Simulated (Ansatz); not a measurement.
Ansatz results at the PBE0-D4/def2-TZVP geometry: size of the dipole moment (PBE/def2-TZVPP) 2.64 D; LUMO energy (ωB97M-V/def2-TZVPP) 1.24 eV; zero-point energy (PBE0-D4/def2-TZVP) 148.5 kJ/mol.

Task: Which molecule gave them?
A. `[F][GeH]1[CH2][SiH2][S]1`
B. `NC(N)=O`
C. `B[C](=C)[AlH][F]`
D. `C=[C](F)[InH][CH3]`

Result: A. The others give `NC(N)=O`: 3.70, 2.04, 168.2; `C=[C](F)[InH][CH3]`: 1.06, -0.14, 196.3; `B[C](=C)[AlH][F]`: 2.42, -0.39, 162.3.
